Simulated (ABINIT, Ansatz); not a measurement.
# LiCl (Fm-3m): third-order response

Wanted: vibrational spectra of LiCl (Fm-3m) from linear and non-linear response.

Program: ABINIT 10.8.3. Level of theory: DFT LDA, scalar-relativistic, plane waves, PseudoDojo norm-conserving pseudopotentials. Results are calculated unless marked as measured.

The database entry behind the starting cell differs from later determinations by our own check (0.1 to 0.3 % short, probably kX units), so it need not match the best structure at ambient conditions.

**1. Starting point**

The structure is cubic, space group Fm-3m (No. 225). Conventional cell: a = 4.965 Å, b = 4.965 Å, c = 4.965 Å, α = 90.00°, β = 90.00°, γ = 90.00°. Nearest to Li lie 6 Cl at 2.48 Å. Nearest to Cl lie 6 Li at 2.48 Å. Farther neighbours and most contacts between anions are not listed.

**2. Relaxation**

The harmonic expansion needs vanishing forces, and a free crystal bears no stress, so cell and atoms are brought to rest. Stress is more sensitive to the basis than forces are: the last 3 Ha under the cutoff are smoothed with ecutsm, and the cutoff is raised above that of the later runs.

The starting cell comes from a relaxation made beforehand in Ansatz (LDA, PseudoDojo NC).

File relax.abi:

```
# relaxation
ionmov 2
optcell 2
dilatmx 1.08
ntime 40
tolmxf 1.0d-05
tolvrs 1.0d-14
prtwf 0
prtden 0
chksymtnons 0

# basis, mesh and filling
ecut 41.0
ecutsm 3.0
ngkpt 8 8 8
nshiftk 1
shiftk 0.0 0.0 0.0
istwfk *1
occopt 1
nband 5
nstep 100
diemac 9.0
prtebands 0
prtgsr 0

# cell and atoms
acell 3*1.0 Angstrom
rprim 
    0.0 2.482343536 2.482343536
    2.482343536 0.0 2.482343536
    2.482343536 2.482343536 0.0
ntypat 2
znucl 3 17
natom 2
typat 1 2
xred 
    0.0 0.0 0.0
    0.5 0.5 0.5
pp_dirpath "./pseudo"
pseudos "Li.upf, Cl.upf"
```

On the command line:

```bash
OMP_NUM_THREADS=1 mpirun -n 2 abinit relax.abi > relax.log
```

Numbers of over 12 decimals in the logs are rounded to 6 here.

relax.abo, the main output file:

```text
[banners, grids, parts of the stress and lines that vanish by symmetry left out]
- input  file    -> relax.abi
- output file    -> relax.abo
- root for input  files -> relaxi
[...]
Symmetries : space group Fm -3 m (#225); Bravais cF (face-center cubic)
[...]
mpw =        3287          nfft =       91125          nkpt =          29
[...]
== DATASET  1 ==================================================================
[...]
cutoff_energies: {ecut:  41.0, pawecutdg:  -1.0, }
[...]
ETOT  1  -23.644909200193    -2.364E+01 5.514E-02 2.778E+01
 ETOT  2  -23.654154989319    -9.246E-03 2.025E-06 4.449E+00
 ETOT  3  -23.654595616655    -4.406E-04 2.093E-06 2.814E-02
 ETOT  4  -23.654596704576    -1.088E-06 4.797E-09 5.812E-04
 ETOT  5  -23.654596721112    -1.654E-08 1.435E-10 1.640E-06
[...]
At SCF step    9       vres2   =  6.41E-15 < tolvrs=  1.00E-14 =>converged.
[...]
sigma(1 1)=  2.07458229E-07  sigma(3 2)=  0.00000000E+00
  sigma(2 2)=  2.07458229E-07  sigma(3 1)=  0.00000000E+00
  sigma(3 3)=  2.07458229E-07  sigma(2 1)=  0.00000000E+00
[...]
convergence: {deltae: -2.167E-13, res2:  6.407E-15, residm:  5.869E-19, diffor: null, }
etotal    :  -2.36545967E+01
[...]
ETOT  1  -23.654596721793    -2.365E+01 7.110E-14 2.764E-06
[...]
At SCF step    6       vres2   =  4.66E-15 < tolvrs=  1.00E-14 =>converged.
[...]
sigma(1 1)=  1.81535157E-07  sigma(3 2)=  0.00000000E+00
  sigma(2 2)=  1.81535157E-07  sigma(3 1)=  0.00000000E+00
  sigma(3 3)=  1.81535157E-07  sigma(2 1)=  0.00000000E+00
[...]
convergence: {deltae:  8.171E-14, res2:  4.662E-15, residm:  4.208E-18, diffor: null, }
etotal    :  -2.36545967E+01
[...]
ETOT  1  -23.654596714159    -2.365E+01 1.036E-11 1.355E-04
[...]
ETOT  6  -23.654596724440     1.641E-12 1.506E-16 2.149E-13
 ETOT  7  -23.654596724442    -1.627E-12 9.457E-20 7.566E-17
 At SCF step    7       vres2   =  7.57E-17 < tolvrs=  1.00E-14 =>converged.
[...]
sigma(1 1)= -1.35752416E-10  sigma(3 2)=  0.00000000E+00
  sigma(2 2)= -1.35752419E-10  sigma(3 1)=  0.00000000E+00
  sigma(3 3)= -1.35752419E-10  sigma(2 1)=  0.00000000E+00
[...]
convergence: {deltae: -1.627E-12, res2:  7.566E-17, residm:  9.457E-20, diffor: null, }
etotal    :  -2.36545967E+01
[...]
At Broyd/MD step   3, gradients are converged :
[...]
sigma(1 1)= -1.35752416E-10  sigma(3 2)=  0.00000000E+00
  sigma(2 2)= -1.35752419E-10  sigma(3 1)=  0.00000000E+00
  sigma(3 3)= -1.35752419E-10  sigma(2 1)=  0.00000000E+00
[...]
- sigma(1 1)= -3.99397398E-06  sigma(3 2)=  0.00000000E+00
- sigma(2 2)= -3.99397405E-06  sigma(3 1)=  0.00000000E+00
- sigma(3 3)= -3.99397407E-06  sigma(2 1)=  0.00000000E+00
[...]
fcart     -0.0000000000E+00 -0.0000000000E+00 -0.0000000000E+00
           strten     -1.3575241625E-10 -1.3575241885E-10 -1.3575241929E-10
================================================================================

[key lines of the parts left out:]
pressure_GPa:   3.9940E-06
Total energy (etotal) [Ha]= -2.36545967244420E+01
```

Wall time 39 s (2 MPI ranks of Arm Neoverse N1, shared host); 79 s of CPU time.

Little changed from the start: no atom moved by 0.005 Å and no cell edge by 0.1 %.

This step gave:

```yaml
volume_per_atom: 15.29 Å³
pressure: 3.99e-6 GPa
```

**3. Ground state**

First-order wavefunctions inherit every error of the ground state, hence the very tight tolvrs. The mesh is shifted off Γ, since shifted meshes converge sums over the zone faster.

File gs.abi:

```
# ground state
tolvrs 1.0d-16
prtden 1
prtwf 1

# basis, mesh and filling
ecut 33.0
ngkpt 6 6 6
nshiftk 4
shiftk 
    0.5 0.5 0.5
    0.5 0.0 0.0
    0.0 0.5 0.0
    0.0 0.0 0.5
istwfk *1
occopt 1
nband 5
nstep 100
diemac 9.0
prtebands 0
prtgsr 0

# cell and atoms
acell 3*1.0 Angstrom
rprim 
    0.0 2.482219914 2.482219914
    2.482219914 0.0 2.482219914
    2.482219914 2.482219914 0.0
ntypat 2
znucl 3 17
natom 2
typat 1 2
xred 
    0.0 0.0 0.0
    0.5 0.5 0.5
pp_dirpath "./pseudo"
pseudos "Li.upf, Cl.upf"
```

On the command line:

```bash
OMP_NUM_THREADS=1 mpirun -n 2 abinit gs.abi > gs.log
```

gs.abo, the main output file:

```text
[banners, grids, parts of the stress and lines that vanish by symmetry left out]
- input  file    -> gs.abi
- output file    -> gs.abo
- root for input  files -> gsi
[...]
Symmetries : space group Fm -3 m (#225); Bravais cF (face-center cubic)
[...]
mpw =        1883          nfft =       46656          nkpt =          28
[...]
== DATASET  1 ==================================================================
[...]
cutoff_energies: {ecut:  33.0, pawecutdg:  -1.0, }
[...]
ETOT  1  -23.647256432444    -2.365E+01 2.579E-02 1.461E+01
 ETOT  2  -23.654045621626    -6.789E-03 5.191E-07 2.382E+00
 ETOT  3  -23.654501081045    -4.555E-04 1.990E-06 1.058E-02
 ETOT  4  -23.654502000121    -9.191E-07 4.839E-09 3.109E-04
 ETOT  5  -23.654502016211    -1.609E-08 4.881E-10 2.014E-06
[...]
ETOT  9  -23.654502016406    -9.770E-13 5.146E-19 2.204E-15
 ETOT 10  -23.654502016405     1.609E-12 6.170E-21 4.331E-17
 At SCF step   10       vres2   =  4.33E-17 < tolvrs=  1.00E-16 =>converged.
[...]
sigma(1 1)=  6.56750686E-06  sigma(3 2)=  0.00000000E+00
  sigma(2 2)=  6.56750686E-06  sigma(3 1)=  0.00000000E+00
  sigma(3 3)=  6.56750686E-06  sigma(2 1)=  0.00000000E+00
[...]
convergence: {deltae:  1.609E-12, res2:  4.331E-17, residm:  6.170E-21, diffor: null, }
etotal    :  -2.36545020E+01
[...]
sigma(1 1)=  6.56750686E-06  sigma(3 2)=  0.00000000E+00
  sigma(2 2)=  6.56750686E-06  sigma(3 1)=  0.00000000E+00
  sigma(3 3)=  6.56750686E-06  sigma(2 1)=  0.00000000E+00
[...]
- sigma(1 1)=  1.93222723E-01  sigma(3 2)=  0.00000000E+00
- sigma(2 2)=  1.93222723E-01  sigma(3 1)=  0.00000000E+00
- sigma(3 3)=  1.93222723E-01  sigma(2 1)=  0.00000000E+00
[...]
fcart     -0.0000000000E+00 -0.0000000000E+00 -0.0000000000E+00
           strten      6.5675068568E-06  6.5675068568E-06  6.5675068568E-06
================================================================================

[key lines of the parts left out:]
pressure_GPa:  -1.9322E-01
```

Wall time 9.1 s (2 MPI ranks); 18 s of CPU time.

This step gave:

| Item | Value |
| --- | --- |
| pressure | -0.1932 GPa |

The cell stands at -0.19 GPa: the relaxation ran with a smoothed and higher cutoff and on another k mesh.

**4. The gap at rest**

Empty bands on the ground state's density check that the gap assumed so far is there in this cell.

File gap.abi:

```
# empty bands on the ground state's density
iscf -2
getden_filepath "gso_DEN"
tolwfr 1.0d-12
nbdbuf 2
prtwf 0

# basis, mesh and filling
ecut 33.0
ngkpt 8 8 8
nshiftk 1
shiftk 0.0 0.0 0.0
istwfk *1
occopt 1
nband 9
nstep 100
diemac 9.0
prtebands 0
prtgsr 0

# cell and atoms
acell 3*1.0 Angstrom
rprim 
    0.0 2.482219914 2.482219914
    2.482219914 0.0 2.482219914
    2.482219914 2.482219914 0.0
ntypat 2
znucl 3 17
natom 2
typat 1 2
xred 
    0.0 0.0 0.0
    0.5 0.5 0.5
pp_dirpath "./pseudo"
pseudos "Li.upf, Cl.upf"
```

On the command line:

```bash
OMP_NUM_THREADS=1 mpirun -n 2 abinit gap.abi > gap.log
```

gap.abo, the main output file:

```text
[banners, grids, parts of the stress and lines that vanish by symmetry left out]
- input  file    -> gap.abi
- output file    -> gap.abo
- root for input  files -> gapi
[...]
Symmetries : space group Fm -3 m (#225); Bravais cF (face-center cubic)
[...]
mpw =        1895          nfft =       46656          nkpt =          29
[...]
== DATASET  1 ==================================================================
[...]
cutoff_energies: {ecut:  33.0, pawecutdg:  -1.0, }
[...]
-outvars: echo values of variables after computation
            acell      1.8897261259E+00  1.8897261259E+00  1.8897261259E+00 Bohr
================================================================================
```

Wall time 9 s (2 MPI ranks); 18 s of CPU time.

Numbers from this step:

| Quantity | Value |
| --- | --- |
| gap on the k-mesh | 6.493 eV |

In this cell the gap on the mesh is 6.5 eV, indirect (smallest direct 6.6 eV), so fixed occupations hold.

**5. Linear response at Γ**

The derivative of the wavefunctions by k comes first, since the response to a field is built on it; then the field and the displacements that symmetry doesn't supply are solved at q = 0. By the 2n+1 theorem the first-order wavefunctions also give third derivatives: Raman tensors and the non-linear susceptibility.

It reads the wavefunctions written in step 3.

File dfpt_gamma.abi:

```
ndtset 3

# common to the responses
getwfk_filepath "gso_WFK"
kptopt 2
nqpt 1
qpt 0.0 0.0 0.0
asr 0
chneut 0

# d/dk
rfelfd1 2
rfdir1 1 1 1
iscf1 -3
tolwfr1 1.0d-20

# displacements, field
rfphon2 1
rfatpol2 1 2
rfdir2 1 1 1
rfelfd2 3
getddk2 1
tolvrs2 1.0d-10
prepanl2 1
prtden2 1

# third order
optdriver3 5
getden_filepath3 "gso_DEN"
get1den3 2
get1wf3 2
getddk3 1
d3e_pert1_elfd3 1
d3e_pert1_phon3 1
d3e_pert1_atpol3 1 2
d3e_pert1_dir3 1 1 1
d3e_pert2_elfd3 1
d3e_pert2_dir3 1 1 1
d3e_pert3_elfd3 1
d3e_pert3_dir3 1 1 1
usepead3 1
tolvrs3 1.0d-10

# basis, mesh and filling
ecut 33.0
ngkpt 6 6 6
nshiftk 4
shiftk 
    0.5 0.5 0.5
    0.5 0.0 0.0
    0.0 0.5 0.0
    0.0 0.0 0.5
istwfk *1
occopt 1
nband 5
nstep 100
diemac 9.0
prtebands 0
prtgsr 0

# cell and atoms
acell 3*1.0 Angstrom
rprim 
    0.0 2.482219914 2.482219914
    2.482219914 0.0 2.482219914
    2.482219914 2.482219914 0.0
ntypat 2
znucl 3 17
natom 2
typat 1 2
xred 
    0.0 0.0 0.0
    0.5 0.5 0.5
pp_dirpath "./pseudo"
pseudos "Li.upf, Cl.upf"
```

On the command line:

```bash
OMP_NUM_THREADS=1 mpirun -n 2 abinit dfpt_gamma.abi > dfpt_gamma.log
```

dfpt_gamma.abo, the main output file:

```text
[banners, grids, parts of the stress and lines that vanish by symmetry left out]
- input  file    -> dfpt_gamma.abi
- output file    -> dfpt_gamma.abo
- root for input  files -> dfpt_gammai
[...]
DATASET    1 : space group Fm -3 m (#225); Bravais cF (face-center cubic)
[...]
nfft =       46656          nkpt =         432
[...]
DATASET    2 : space group Fm -3 m (#225); Bravais cF (face-center cubic)
[...]
nfft =       46656          nkpt =         432
[...]
DATASET    3 : space group Fm -3 m (#225); Bravais cF (face-center cubic)
[...]
mpw =        1883          nfft =       46656          nkpt =         432
[...]
== DATASET  1 ==================================================================
[...]
cutoff_energies: {ecut:  33.0, pawecutdg:  -1.0, }
[...]
- 17.00000   7.00000  180309                  znucl, zion, pspdat
[...]
Perturbation : derivative vs k along direction   1
[...]
-ETOT  1  -12.894046425863     -1.289E+01 9.186E-02 0.000E+00
 ETOT  2  -12.913134031389     -1.909E-02 2.491E-04 0.000E+00
 ETOT  3  -12.913184574687     -5.054E-05 6.724E-07 0.000E+00
 ETOT  4  -12.913184734729     -1.600E-07 2.137E-09 0.000E+00
 ETOT  5  -12.913184735280     -5.512E-10 8.099E-12 0.000E+00
[...]
At SCF step    9   max residual=  9.97E-21 < tolwfr=  1.00E-20 =>converged.
[...]
Perturbation : derivative vs k along direction   2
[...]
-ETOT  1  -12.894046425647     -1.289E+01 9.186E-02 0.000E+00
[...]
At SCF step    9   max residual=  9.96E-21 < tolwfr=  1.00E-20 =>converged.
[...]
Perturbation : derivative vs k along direction   3
[...]
-ETOT  1  -12.894046425431     -1.289E+01 9.186E-02 0.000E+00
[...]
At SCF step    9   max residual=  9.97E-21 < tolwfr=  1.00E-20 =>converged.
[...]
1        1       1.2663461756   -0.0000000000
     1        2       0.6331730878   -0.0000000000
     1        3       0.6331730878    0.0000000000
     2        1       0.6331730878   -0.0000000000
     2        2       1.2663461757   -0.0000000000
     2        3       0.6331730878   -0.0000000000
     3        1       0.6331730878    0.0000000000
     3        2       0.6331730878   -0.0000000000
     3        3       1.2663461757   -0.0000000000
[...]
== DATASET  2 ==================================================================
[...]
cutoff_energies: {ecut:  33.0, pawecutdg:  -1.0, }
[...]
Perturbation : displacement of atom   1   along direction   1
[...]
-ETOT  1  0.838128     -1.494E+03 1.730E+01 1.988E+02
[...]
At SCF step    8       vres2   =  5.86E-11 < tolvrs=  1.00E-10 =>converged.
[...]
Perturbation : displacement of atom   2   along direction   1
[...]
-ETOT  1  0.900667     -5.190E+02 1.489E+00 4.714E+02
[...]
At SCF step    9       vres2   =  5.65E-12 < tolvrs=  1.00E-10 =>converged.
[...]
Perturbation : homogeneous electric field along direction   1
[...]
-ETOT  1  -41.820090698389     -4.182E+01 8.467E-01 1.962E+04
[...]
At SCF step    9       vres2   =  6.50E-11 < tolvrs=  1.00E-10 =>converged.
[...]
Perturbation : homogeneous electric field along direction   2
[...]
-ETOT  1  -41.820090697857     -4.182E+01 8.467E-01 1.962E+04
[...]
At SCF step    9       vres2   =  6.50E-11 < tolvrs=  1.00E-10 =>converged.
[...]
Perturbation : homogeneous electric field along direction   3
[...]
-ETOT  1  -41.820090697324     -4.182E+01 8.467E-01 1.962E+04
[...]
ETOT  8  -48.341621792324     -4.281E-11 2.110E-13 1.168E-09
 ETOT  9  -48.341621792324     -3.837E-13 3.843E-15 6.501E-11
 At SCF step    9       vres2   =  6.50E-11 < tolvrs=  1.00E-10 =>converged.
[...]
Dielectric tensor, in cartesian coordinates,
[...]
1    4   1    4         3.1869606061        -0.0000000000
   1    4   2    4        -0.0000000000        -0.0000000000
   1    4   3    4         0.0000000000        -0.0000000000
   2    4   1    4        -0.0000000000        -0.0000000000
   2    4   2    4         3.1869606061        -0.0000000000
   2    4   3    4        -0.0000000000        -0.0000000000
   3    4   1    4        -0.0000000000        -0.0000000000
   3    4   2    4         0.0000000000        -0.0000000000
   3    4   3    4         3.1869606061        -0.0000000000
  Effective charges, in cartesian coordinates,
[...]
1    1   1    4         1.1664452546         0.0000000000
   2    1   1    4        -0.0000000000         0.0000000000
   3    1   1    4         0.0000000000         0.0000000000
   1    2   1    4        -1.1659183928         0.0000000000
   2    2   1    4         0.0000000000         0.0000000000
[...]
Effective charges, in cartesian coordinates,
[...]
2    4   1    2         0.0000000000         0.0000000000
   3    4   1    2        -0.0000000000         0.0000000000
   1    4   2    2         0.0000000000         0.0000000000
   2    4   2    2        -1.1659183795         0.0000000000
   3    4   2    2         0.0000000000         0.0000000000
   1    4   3    2        -0.0000000000         0.0000000000
   2    4   3    2         0.0000000000         0.0000000000
   3    4   3    2        -1.1659183795         0.0000000000
  Phonon wavevector (reduced coordinates) :  0.00000  0.00000  0.00000
 Phonon energies in Hartree :
[...]
Phonon frequencies in cm-1    :
-  5.759112E-01  5.759113E-01  5.759115E-01  2.286380E+02  2.286380E+02
-  2.286380E+02
  Phonon at Gamma, with non-analyticity in the
[...]
Phonon energies in Hartree :
[...]
Phonon frequencies in cm-1    :
-  5.759112E-01  5.759113E-01  5.768165E-01  2.286380E+02  2.286380E+02
-  4.130090E+02
  Phonon at Gamma, with non-analyticity in the
[...]
Phonon energies in Hartree :
[...]
Phonon frequencies in cm-1    :
-  5.759112E-01  5.759115E-01  5.768163E-01  2.286380E+02  2.286380E+02
-  4.130090E+02
  Phonon at Gamma, with non-analyticity in the
[...]
Phonon energies in Hartree :
[...]
Phonon frequencies in cm-1    :
-  5.759113E-01  5.759115E-01  5.768162E-01  2.286380E+02  2.286380E+02
-  4.130090E+02
[...]
== DATASET  3 ==================================================================
[...]
cutoff_energies: {ecut:  33.0, pawecutdg:  -1.0, }
[...]
1          1       -0.000000000       -0.000000000       -0.000000000
[...]
1          2       -0.000000000       -0.000000000       -0.000000000
[...]
1          3       -0.000000000       -0.000000000       -0.000000000
[...]
2          1       -0.000000000       -0.000000000       -0.000000000
[...]
2          2       -0.000000000       -0.000000000       -0.000000000
[...]
2          3       -0.000000000       -0.000000000       -0.000000000
[...]
strten2     0.0000000000E+00  0.0000000000E+00  0.0000000000E+00
           strten3     0.0000000000E+00  0.0000000000E+00  0.0000000000E+00
================================================================================
```

Elapsed: 13 min, on 2 MPI ranks; 25 min of CPU time.

This step gave:

```yaml
miss_of_the_charge_sum_rule: 5.27e-4 e
largest_acoustic_frequency_at_the_zone_centre_before_the_sum_rule: 0.58 cm⁻¹
highest_optical_zone_centre_mode_no_lo_to_term: 228.6 cm⁻¹
lowest_optical_zone_centre_mode: 228.6 cm⁻¹
mean_high_frequency_dielectric_constant: 3.187
largest_born_charge_in_size_third_of_the_trace: 1.166 e
```

Born charge (rows field, columns displacement), before the sum rule (e), principal values of the symmetric part by kind of site:

| atom | atoms with these values | low | middle | high | mean |
| --- | --- | --- | --- | --- | --- |
| Li1 | 1 | 1.17 | 1.17 | 1.17 | 1.17 |
| Cl2 | 1 | -1.17 | -1.17 | -1.17 | -1.17 |

In full for Li1:

```
1.17 0.00 0.00
0.00 1.17 0.00
0.00 0.00 1.17
```

High-frequency dielectric tensor:

```
3.19 0.00 0.00
0.00 3.19 0.00
0.00 0.00 3.19
```

The acoustic modes at Γ come out as far as 0.6 cm⁻¹ from zero, where they should vanish, a small numerical error; the Born charges miss their sum rule by 5.3e-4 e, which is good.

[end of part 1 of 2]

[Host names and launcher messages were left out of these logs when they were recorded.]

[Logs are printed without paths, hosts, clocks, repeated set-up lines and the standing remarks that a program may print on its own settings, such as how far it seeks lower states.]

[Hosts, paths, dates, database ids (printed as entryN), source tags and the programs' standing remarks are cut or masked in the printed files.]
